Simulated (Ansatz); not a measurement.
# HfO2 (Fm-3m) in Ansatz: notebook

One crystal, HfO2, is run at these levels: PBE+U, r2SCAN; tasks: single point.

All numbers are computed with Ansatz 0.2.0; they aren't measurements. Logs are shortened: lines on timing, memory, paths and dates and some standing lists are left out, and cuts for length are marked.

## 1. Starting point

It takes space group Fm-3m (No. 225, cubic). The conventional cell has a = 5.115 Å, b = 5.115 Å, c = 5.115 Å, α = 90.00°, β = 90.00°, γ = 90.00°. Around Hf (site symmetry m-3m) lie 8 O at 2.21 Å. O (site symmetry -43m) has 4 Hf at 2.21 Å as nearest neighbours.

Measurements of this composition are mostly on another form, of space group No. 14.

## 2. Single point, PBE+U

input.yaml

```yaml
crystal:
  lattice:
    - [0.0, 2.5575, 2.5575]
    - [2.5575, 0.0, 2.5575]
    - [2.5575, 2.5575, 0.0]
  atoms:
    - { symbol: Hf, position: [0.0, 0.0, 0.0] }
    - { symbol: O, position: [0.75, 0.75, 0.75] }
    - { symbol: O, position: [0.25, 0.25, 0.25] }
hamiltonian:
  xc: pbe
  pseudopotentials: { kind: paw }
  hubbard:
    sites: [{ species: Hf, l: d, u_eff: 5.3 }]
    projectors: all-electron-ortho-atomic
kpoints:
  mp_grid: { grid: [9, 9, 9] }
scf:
  occupations: { method: fermi_dirac, width: 0.1 }
output:
  forces: true
  stress: true
  eigenvalues: true
  write_density: true
  write_potential: true
  elf: true
  volumetric_format: npy
```

Potentials or basis: Ansatz PAW.

The run is started by

```bash
$ ansatz run input.yaml --threads 2 --pin off --max-ram 5120MiB --backend cpu --events-out ev --progress --plain --runs-dir out
```

Output:

```text
Warning: RAYON_NUM_THREADS=2 ignored (pool sized by the plan → 2); use --threads N
Hf: projections on atomic orbitals take those of the free atom [Kr 4d10] 4f14 5s2 5p6 5d2 6s2, of charge +0.00 (hamiltonian.pseudopotentials.projection_atoms); the dataset's partial waves leave at most 4.9e-5 of an orbital's norm unspanned inside its sphere
O: projections on atomic orbitals take those of the free atom [He] 2s2 2p4, of charge +0.00 (hamiltonian.pseudopotentials.projection_atoms); the dataset's partial waves leave at most 1.9e-8 of an orbital's norm unspanned inside its sphere
Engine: ansatz 0.2.0, aarch64-unknown-linux-gnu
Pseudopotentials: kind: paw
Pseudopotential: Hf, paw, valence charge 26, recommended cutoff 420 eV (normal), Hf.paw.azcp
Pseudopotential: O, paw, valence charge 6, recommended cutoff 420 eV (normal), O.paw.azcp
Functional definition: PBE
  parameter kappa = 0.804
  parameter beta = 0.06672455060314922
  exchange = pbe_x(kappa = kappa, mu = beta*pi^2/3)
  correlation = pbe_c(beta = beta)
Crystal: 3 atoms, lattice volume = 33.456 Å³
Basis set: ecut = 420 eV, 645 PW (Γ), exchange–correlation on 50×50×50 points (8 copies of the dense FFT grid, shifted against one another)
Bands: 23, of which v1, the nominal top of the filled ones, is band 19 counted from 1 (18 counted from 0)
Symmetry: 48 space group operations
Space group: Fm-3m (ITA 225), of the structure as read, at distance tolerance 3.2e-5 Å
k-points: 35 of 729
Non-local potential: Hf, projectors of the file, l = 0: 3, l = 1: 2, l = 2: 2, l = 3: 3
Non-local potential: O, projectors of the file, l = 0: 2, l = 1: 2, l = 2: 1
PAW form: soft (Blöchl's): semilocal exchange-correlation on the pseudo side does not see the compensation charge
PAW one-centre angular grid: Hf, 590 points (default); XC on 64 Gauss nodes
PAW one-centre angular grid: O, 110 points (default); XC on 64 Gauss nodes
Initial density: superposition of atomic densities (chi_scale 0.1, normalization cell, long waves kept (reshape's long-wave potential 0.00 eV rms))
Initial wavefunctions: pseudopotential atomic-orbital guess
Functional: x = pbe(κ = 0.804, μ = 0.2195149727645171), c = pbe(β = 0.06672455060314922)
SCF iter   1: F=—  HF=-16857.461272 eV  |F-HF|=—  |Δ(HF+E_count)|=         —  Δρ=7.48e-2  dr2=1.34e0  ethr=3.10e-3  ⟨swp⟩=4.1  Hψ=2900  notcnv=0
preconditioner: auto → none  [insulator: Δε(μ)=4.399 eV  Ē_g=19.967 eV  σ=0.100 eV  W_gap=1.00  n_scr=14 (ndim 8)  ℏωp=38.5 eV  f_vac=0.002  D(μ)=0.00/eV (n_scr^D=0)  ε∞_Penn≈4.7]
SCF iter   2: F=—  HF=-16857.230436 eV  |F-HF|=—  |Δ(HF+E_count)|=   2.31e-1  Δρ=3.36e-2  dr2=1.59e-1  ethr=3.10e-3  ⟨swp⟩=2.0  Hψ=1890  notcnv=0
SCF iter   3: F=—  HF=-16857.276671 eV  |F-HF|=—  |Δ(HF+E_count)|=   4.62e-2  Δρ=1.04e-2  dr2=2.59e-2  ethr=4.20e-4  ⟨swp⟩=2.0  Hψ=1400  notcnv=0
SCF iter   4: F=—  HF=-16857.278695 eV  |F-HF|=—  |Δ(HF+E_count)|=   2.02e-3  Δρ=3.35e-3  dr2=1.49e-3  ethr=6.83e-5  ⟨swp⟩=2.0  Hψ=1474  notcnv=0
SCF iter   5: F=—  HF=-16857.280270 eV  |F-HF|=—  |Δ(HF+E_count)|=   1.57e-3  Δρ=1.33e-3  dr2=4.47e-4  ethr=3.93e-6  ⟨swp⟩=2.0  Hψ=1470  notcnv=0
SCF iter   6: F=—  HF=-16857.280122 eV  |F-HF|=—  |Δ(HF+E_count)|=   1.48e-4  Δρ=2.91e-4  dr2=3.08e-5  ethr=1.18e-6  ⟨swp⟩=2.0  Hψ=1328  notcnv=0
SCF iter   7: F=—  HF=-16857.280125 eV  |F-HF|=—  |Δ(HF+E_count)|=   2.80e-6  Δρ=3.97e-5  dr2=2.80e-7  ethr=8.10e-8  ⟨swp⟩=2.1  Hψ=1134  notcnv=0
SCF iter   8: F=-16857.280125 eV  HF=-16857.280125 eV  |F-HF|=9.19e-9  |Δ(HF+E_count)|=   4.65e-7  Δρ=6.64e-6  dr2=7.15e-9  ethr=2.63e-10  ⟨swp⟩=9.1  Hψ=6093  notcnv=0
SCF 1 converged in 8 iterations: F = -16857.280125 eV  dr2 = 7.15e-9
SCF converged after 8 iterations
Free energy (F): -16857.280125 eV
Harris-Foulkes:  -16857.280125 eV  (|F-HF|=9.19e-9)
Internal energy: -16857.280125 eV  (E = F + TS)
E sigma→0 (E₀):  -16857.280125 eV
Fermi energy:    18.367670 eV
--- Per-component energies (eV) ---
  E_band       = 31.104757
  E_kinetic    = 771.003874
  E_local      = -5808.521116  (includes V_loc(G=0)·N_el)
  E_nonlocal   = -1147.193043
  E_hartree    = 2656.060539
  E_xc         = -447.854955
  E_vxc        = -454.833493  (∫ρ·V_xc dr)
  E_hubbard    = 3.922623  (on-site DFT+U / exact-exchange correction)
  E_vhub       = 2.872076  (the Hubbard potential's part of the band-sum identity)
  E_paw        = -7242.595894  (= ΣΔE_a)
  E_vpaw       = 1355.654601  (= ΣTr[D̂ρ^β])
  E_aug_tail   = 0.005005  (compensation charges beyond the density's cutoff)
  E_ewald      = -5642.107159
  E_smearing   = -0.000000  (= −TS)
  E_closure    = -0.000000  (closes the sum)
  Σ components = -16857.280125   (vs F -16857.280125, Δ=0.00e0)
--- Forces (eV/Å), atoms counted from 1 ---
  atom   1  Hf    -0.00000000    -0.00000000    -0.00000000
  atom   2  O      0.00000000     0.00000000     0.00000000
  atom   3  O     -0.00000000     0.00000000     0.00000000
  max |Σ_I F_I| component: 3.47e-18 eV/Å
--- Stress (GPa, compression-positive) ---
        5.423914       0.000000       0.000000
        0.000000       5.423914      -0.000000
       -0.000000       0.000000       5.423914
  P = ⅓ Tr σ = 5.4239 GPa (54.239 kbar)
--- Band table (eV; the first three rows and the last of 35) ---
  k-point 0: bands = ["-46.0759", "-14.5532", "-14.5532", "-14.5532", "-2.7127", "0.0858", "4.0269", "4.0269", "4.0269", "4.0857", "4.0857", "4.0857", "4.3159", "11.0064", "11.0064", "11.0064", "15.3487", "15.3487", "15.3487", "21.2309", "21.2309", "21.2541", "26.4641"]
  k-point 1: bands = ["-46.0739", "-14.5977", "-14.5581", "-14.5581", "-2.5565", "0.0107", "4.0292", "4.0292", "4.0299", "4.0821", "4.0821", "4.0858", "4.2812", "11.1178", "11.1178", "11.2932", "14.9556", "15.1776", "15.1776", "21.4009", "21.4009", "21.7816", "25.8030"]
  k-point 2: bands = ["-46.0650", "-14.7085", "-14.5707", "-14.5707", "-2.1388", "-0.1742", "4.0341", "4.0341", "4.0389", "4.0739", "4.0739", "4.0861", "4.2084", "11.4131", "11.4131", "11.9892", "14.1331", "14.7838", "14.7838", "21.7167", "21.7167", "22.6689", "24.9381"]
  k-point 34: bands = ["-46.0572", "-14.8131", "-14.7599", "-14.6481", "-0.6881", "-0.6354", "4.0491", "4.0543", "4.0579", "4.0614", "4.0624", "4.0767", "4.0826", "10.7587", "11.3943", "13.1629", "13.5801", "14.7824", "15.6400", "21.6425", "22.2868", "23.2767", "23.4825"]
Occupation matrices written to <dir>
```

Wall time 2 s (2 threads of Arm Neoverse V1, shared host); peak memory 0.32 GiB.

What came out:

- Free energy: -16857.2801 eV
- Pressure: 5.4 GPa
- Band gap on the k mesh: 4.81 eV, indirect (least direct gap 4.92 eV)

Eigenvalues of the final occupation matrices:
| site | spin | trace | eigenvalues |
| --- | --- | --- | --- |
| site 1 | 1 | 0.94 | 0.11 0.11 0.24 0.24 0.24 |

Caveat: odd divisions of the mesh miss points on the zone boundary, where band edges often lie, so the gap on the mesh can be too wide; the pressure holds a Pulay correction of +0.9 GPa for the finite cutoff; spin-orbit coupling is left out, which moves the levels of the heavy elements.

## 3. Single point, r2SCAN, spin-orbit coupling, no magnetisation

input.yaml

```yaml
crystal:
  lattice:
    - [0.0, 2.5575, 2.5575]
    - [2.5575, 0.0, 2.5575]
    - [2.5575, 2.5575, 0.0]
  atoms:
    - { symbol: Hf, position: [0.0, 0.0, 0.0] }
    - { symbol: O, position: [0.75, 0.75, 0.75] }
    - { symbol: O, position: [0.25, 0.25, 0.25] }
hamiltonian:
  xc: r2scan
  pseudopotentials: { kind: nc_fr, accuracy: standard }
magnetization:
  noncollinear: true
  spin_orbit: true
kpoints:
  mp_grid: { grid: [6, 6, 6] }
scf:
  occupations: { method: fixed }
output:
  forces: true
  stress: true
  eigenvalues: true
basis:
  xc_grid: 2
```

Potentials or basis: PseudoDojo standard (PBE files).

The run is started by

```bash
$ ansatz run input.yaml --threads 2 --pin off --max-ram 5120MiB --backend cpu --events-out ev --progress --plain --runs-dir out
```

Output:

```text
Warning: hamiltonian.xc reads the kinetic-energy density τ on the library's norm-conserving files, and those of Hf, O were made for PBE. This build holds files of Hf, O that were made for r²SCAN, which a deck under this functional can read where it names no table (hamiltonian.pseudopotentials.accuracy or source), types no xc_functional and has no exact exchange, max_exx_coeff or level of output.embedding that keeps them out. To compare such runs, type hamiltonian.pseudopotentials: {kind: paw, frozen_core: stored} on both or, where PAW refuses one, {kind: nc, accuracy: standard}
Warning: RAYON_NUM_THREADS=2 ignored (pool sized by the plan → 2); use --threads N
[... 1 set-up line as earlier in the session ...]
Pseudopotentials: kind: nc_fr
Pseudopotential: Hf, nc_fr, valence charge 12, recommended cutoff 789.130201 eV (normal), Hf.nc_fr.azcp (PseudoDojo's, or run here from an input of PseudoDojo's; its table is named by hamiltonian.pseudopotentials.accuracy)
Pseudopotential: O, nc_fr, valence charge 6, recommended cutoff 1142.878222 eV (normal), O.nc_fr.azcp (PseudoDojo's, or run here from an input of PseudoDojo's; its table is named by hamiltonian.pseudopotentials.accuracy)
Functional definition: r2SCAN
  parameter k0 = 0.174
  parameter k1 = 0.065
  parameter a1 = 4.9479
  exchange = r2scan_x(k0 = k0, k1 = k1, a1 = a1)
  correlation = r2scan_c
non-collinear run that drives no moment, with spin-orbit: no starting moment large enough to seed its density (crystal.atoms[].spin), no starting occupations that ask for one, no magnetisation constraint and no magnetic field, so the semilocal B_xc is pinned to zero
Crystal: 3 atoms, lattice volume = 33.456 Å³
Basis set: ecut = 1142.878222 eV, 2891 PW (Γ), exchange–correlation on 80×80×80 points (8 copies of the dense FFT grid, shifted against one another)
Bands: 32, of which v1, the nominal top of the filled ones, is band 24 counted from 1 (23 counted from 0)
Symmetry: 48 space group operations + 48 with time reversal
Magnetic group: BNS 225.117 (UNI 1619), of the structure as read, at distance tolerance 3.2e-5 Å
k-points: 16 of 216
Projection manifold: j_resolved (fully-relativistic pseudo-atomic orbitals)
Non-local potential: Hf, projectors of the file, l = 0: 2, l = 1: 4, l = 2: 4, l = 3: 4
Non-local potential: O, projectors of the file, l = 0: 2, l = 1: 4, l = 2: 2
[... 1 set-up line as earlier in the session ...]
[... 9 lines left out ...]
SCF iter   7: F=-2479.588384 eV  HF=-2479.588384 eV  |F-HF|=4.03e-9  |Δ(HF+E_count)|=   1.55e-6  Δρ=1.39e-5  dr2=2.31e-8  dr2_τ=6.45e-9  dr2_m=0.00e0 (ungated)  ethr=4.17e-10  |M|=0.00e0 ∫|m|=0.00e0 μB  |m|>n=0.0e0 m-floor=0.0e0 τ_xc=0.0e0  ⟨swp⟩=15.3  Hψ=1817  notcnv=0
SCF 1 converged in 7 iterations: F = -2479.588384 eV  dr2 = 2.31e-8
SCF converged after 7 iterations
Magnetization: |M| = 0.0000 μB,  M = (+0.0000, +0.0000, +0.0000) μB
Absolute magnetization: 0.0000 μB (∫|m|)
  site 0: m = (+0.0000, +0.0000, +0.0000) μB, |m| = 0.0000 μB  (R = 0.91 Å)
  site 1: m = (+0.0000, +0.0000, +0.0000) μB, |m| = 0.0000 μB  (R = 0.91 Å)
  site 2: m = (+0.0000, +0.0000, +0.0000) μB, |m| = 0.0000 μB  (R = 0.91 Å)
Free energy (F): -2479.588384 eV
Harris-Foulkes:  -2479.588384 eV  (|F-HF|=4.03e-9)
Internal energy: -2479.588384 eV  (E = F + TS)
E sigma→0 (E₀):  -2479.588384 eV
Fermi energy:    11.558513 eV
--- Per-component energies (eV) ---
  E_band       = -144.816474
  E_kinetic    = 996.137509
  E_local      = -1315.387266  (includes V_loc(G=0)·N_el)
  E_nonlocal   = -61.728327
  E_hartree    = 386.316293
  E_xc         = -655.413581
  E_vxc        = -569.220766  (∫ρ·V_xc dr)
  E_vtau       = 32.752918  (kinetic-family band-sum trace: ∫τ·v_τ [+ j·A + Jᵃ·Aᵃ] dr)
  E_ewald      = -1829.513012
  E_smearing   = -0.000000  (= −TS)
  E_closure    = -0.000000  (closes the sum)
  Σ components = -2479.588384   (vs F -2479.588384, Δ=0.00e0)
--- Forces (eV/Å), atoms counted from 1 ---
  atom   1  Hf    -0.00000000     0.00000000    -0.00000000
  atom   2  O      0.00000000     0.00000000     0.00000000
  atom   3  O     -0.00000000    -0.00000000     0.00000000
  max |Σ_I F_I| component: 5.78e-18 eV/Å
--- Stress (GPa, compression-positive) ---
      -11.240135      -0.000000      -0.000000
       -0.000000     -11.240135       0.000000
        0.000000      -0.000000     -11.240135
  P = ⅓ Tr σ = -11.2401 GPa (-112.401 kbar)
--- Band table (eV; the first three rows and the last of 16) ---
  k-point 0: bands = ["-51.4231", "-51.4231", "-24.8551", "-24.8551", "-16.9110", "-16.9110", "-16.9110", "-16.9110", "-8.3870", "-8.3870", "-5.6082", "-5.6082", "6.2352", "6.2352", "6.2352", "6.2352", "6.2779", "6.2779", "10.8239", "10.8239", "10.9846", "10.9846", "10.9846", "10.9846", "15.7763", "15.7763", "15.7763", "15.7763", "17.5321", "17.5321", "21.9481", "21.9481"]
  k-point 1: bands = ["-51.4200", "-51.4200", "-24.8747", "-24.8747", "-17.0184", "-17.0184", "-16.9255", "-16.9255", "-8.0506", "-8.0506", "-5.8589", "-5.8589", "6.4928", "6.4928", "6.5149", "6.5149", "6.9218", "6.9218", "10.1540", "10.1540", "10.4543", "10.4543", "10.5564", "10.5564", "16.1440", "16.1440", "16.2164", "16.2164", "18.5130", "18.5130", "21.0413", "21.0413"]
  k-point 2: bands = ["-51.4139", "-51.4139", "-24.9138", "-24.9138", "-17.2163", "-17.2163", "-16.9543", "-16.9543", "-7.4407", "-7.4407", "-6.2144", "-6.2144", "7.0158", "7.0158", "7.0544", "7.0544", "8.1994", "8.1994", "8.9834", "8.9834", "9.8071", "9.8071", "9.9802", "9.9802", "16.3841", "16.3841", "16.6018", "16.6018", "18.5915", "18.5915", "20.9716", "20.9716"]
  k-point 15: bands = ["-51.4068", "-51.4068", "-24.9578", "-24.9578", "-17.3201", "-17.3201", "-17.1101", "-17.1101", "-6.7289", "-6.7289", "-6.4487", "-6.4487", "5.7521", "5.7521", "7.1544", "7.1544", "8.5048", "8.5048", "9.4789", "9.4789", "10.1108", "10.1108", "11.4035", "11.4035", "16.3010", "16.3010", "17.0787", "17.0787", "18.4701", "18.4701", "19.1456", "19.1456"]
```

It took 9.7 s on 2 threads of Arm Neoverse V1, shared host; peak memory 0.55 GiB.

These settings aren't checked as converged (typed here: basis.xc_grid = 2; hamiltonian.xc = r2scan; kpoints.mp_grid.grid = 6 × 6 × 6): the numbers below hold their error.

What came out:

```yaml
Free_energy: -2479.5884 eV
Pressure: -11.2 GPa
Band_gap_on_the_k_mesh: 4.12 eV, direct
```

Caveat: the meta-GGA runs on potentials made for a GGA; the potentials were made for another functional, which shifts forces and pressure.
